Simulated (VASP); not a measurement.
# HfO₂, relaxation of the cell: which settings are enough?

HfO₂, P1 (no. 1), 3 atoms in the cell. PBE, relaxation of the cell; PAW potentials Hf_pv, O (PBE set). VASP 6.6.1.

Wanted: cell lengths a, b, c within 0.2 %; volume within 0.4 %.

The series start from Relaxations run in a row: 2; Cutoff ENCUT (eV): 550; Force threshold EDIFFG (eV/Å): -0.01; Relaxation method: conjugate gradient, POTIM 0.5; Precision mode: Accurate. Each series keeps the choices made before it, and each single choice may use up half of a tolerance. Times cover all steps of a run.

## Relaxations run in a row

| Relaxations run in a row | Cell lengths a, b, c, largest deviation against the largest value | Volume (Å³/atom) | Time (s) |
|---|---|---|---|
| 1 | 0.028 % | 10.87 | 82 |
| 2 | 0 % | 10.87 | 108 |
| 3 (reference) | 0 % | 10.87 | 109 |

Chosen: 1, the loosest value from which every tighter one stays within half of the tolerance.

## Cutoff ENCUT (eV)

| Cutoff ENCUT (eV) | Cell lengths a, b, c, largest deviation against the largest value | Volume (Å³/atom) | Time (s) |
|---|---|---|---|
| 350 | 1.2 % | 10.5 | 41 |
| 400 | 0.37 % | 10.77 | 43 |
| 450 | 0.059 % | 10.86 | 68 |
| 500 | 0.021 % | 10.87 | 71 |
| 550 | 0.05 % | 10.87 | 82 |
| 600 | 0.059 % | 10.86 | 94 |
| 700 | 0.031 % | 10.87 | 153 |
| 800 (reference) | 0 % | 10.88 | 282 |

Chosen: 450.

## Force threshold EDIFFG (eV/Å)

| Force threshold EDIFFG (eV/Å) | Cell lengths a, b, c, largest deviation against the largest value | Volume (Å³/atom) | Time (s) |
|---|---|---|---|
| -0.05 | 0.056 % | 10.87 | 113 |
| -0.02 | 0.011 % | 10.86 | 118 |
| -0.01 | 0.011 % | 10.86 | 68 |
| -0.005 | 0.0081 % | 10.86 | 111 |
| -0.002 (reference) | 0 % | 10.86 | 119 |

Chosen: -0.05.

## Relaxation method

| Relaxation method | Cell lengths a, b, c, largest deviation against the largest value | Volume (Å³/atom) | Time (s) |
|---|---|---|---|
| conjugate gradient, POTIM 0.5 | 0 % | 10.87 | 113 |
| conjugate gradient, POTIM 0.2 | 0.043 % | 10.88 | 81 |
| conjugate gradient, POTIM 1.0 | 0.073 % | 10.85 | 96 |
| quasi-Newton, POTIM 0.5 | 0.075 % | 10.86 | 64 |
| quasi-Newton, POTIM 0.5, at least 5 electronic steps | 0.075 % | 10.86 | 69 |
| velocity quench, POTIM 0.1 | 0.068 % | 10.88 | 163 |

Chosen: quasi-Newton, POTIM 0.5, the fastest of those that stay within half of the tolerance.

## Precision mode

| Precision mode | Cell lengths a, b, c, largest deviation against the largest value | Volume (Å³/atom) | Time (s) |
|---|---|---|---|
| Accurate | 0 % | 10.86 | 64 |
| Normal | 0.0075 % | 10.86 | 39 |
| High | 0.00084 % | 10.86 | 55 |

Chosen: Normal.

## All choices together

| Input | Cell lengths a, b, c, largest deviation against the largest value | Volume (Å³/atom) | Time (s) |
|---|---|---|---|
| EDIFF and PREC left to the program (naive) | 0.021 % | 10.87 | 46 |
| chosen settings | 0.097 % | 10.86 | 39 |
| reference settings throughout | 0 % | 10.88 | 311 |

The tolerance is met.

Values of the reference run: Cell lengths a, b, c: 3.587, 3.587, 3.586 Å.

## The input

INCAR.step1:
```
PREC = Normal ; ENCUT = 450
EDIFF = 1E-7 ; ISMEAR = 0
SIGMA = 0.05 ; LREAL = False
LASPH = True ; NELM = 100
ALGO = Normal ; LWAVE = False
LCHARG = False ; IBRION = 1
NSW = 60 ; ISIF = 3
EDIFFG = -0.05 ; POTIM = 0.5
KPAR = 8
```

INCAR.step2, as INCAR.step1 but for:
```
- IBRION = 1
- NSW = 60
- ISIF = 3
- EDIFFG = -0.05
- POTIM = 0.5
+ NSW = 0
+ ISIF = 2
```

KPOINTS:
```
k-points
0
Gamma
  7 7 7
```

POSCAR.step1:
```
HfO2
1.0
   -0.0107650000      2.6520660000      2.6351440000
    2.6152430000      0.0085420000      2.6158370000
    2.6109400000      2.6284560000      0.0128450000
Hf O
1 2
Direct
   -0.0056990000      0.0050220000      0.0064070000
    0.7568190000      0.7440740000      0.7450230000
    0.2488800000      0.2509050000      0.2485700000
```

POSCAR.step2:
```
HfO2
1.0
   -0.0011244301      2.5354211562      2.5372586865
    2.5357609359      0.0005742337      2.5355192288
    2.5345266666      2.5325950766      0.0018696932
Hf O
1 2
Direct
    0.9987228580      0.0010756285      0.0013261657
    0.7504699017      0.7494494467      0.7495485653
    0.2508072403      0.2494759248      0.2491252691
```

Commands (each step's output is kept before the next begins):
```
cat potpaw_PBE.64/Hf_pv/POTCAR potpaw_PBE.64/O/POTCAR > POTCAR
cp INCAR.step1 INCAR
cp POSCAR.step1 POSCAR
mpirun -np 8 vasp_std > vasp.out
cp CONTCAR POSCAR
cp INCAR.step2 INCAR
cp POSCAR.step2 POSCAR
mpirun -np 8 vasp_std > vasp.out
```

The naive input happens to agree within the tolerance here, in 46 s.

Limits: the start was distorted on purpose (volume up by 6 %, random strain, atoms moved at random), so the space group given is the start's and not the crystal's.

The chosen input took VASP 6.6.1 39 s on 8 cores (Intel Xeon Platinum 8488C (Sapphire Rapids)), a shared host.

## An input that fails: cell relaxed at a low cutoff

It runs to its end, but against the unchanged starting input it is off by 2 % in the cell lengths a, b, c, 5.8 % in the volume.

Changes against the starting input:
```
(all steps)
- PREC = Accurate
- ENCUT = 550
+ PREC = Low
+ ENCUT = 350
(POSCAR.step3)
-   -0.0001490523      2.5359002282      2.5361842246
-    2.5360848338     -0.0000600857      2.5360852231
-    2.5359596411      2.5357543374      0.0001045595
+   -0.0014333423      2.4899338851      2.4897030601
+    2.4855723152      0.0027766093      2.4854826306
+    2.4848212607      2.4850171632      0.0035552518
-    0.9999082310      0.0000706668      0.0000655102
-    0.7500611760      0.7499385260      0.7499612184
-    0.2500305929      0.2499918072      0.2499732713
+    0.9999963518      0.9999906287      0.9999753609
+    0.7494969375      0.7502778167      0.7504351036
+    0.2505067107      0.2497325546      0.2495895356
```
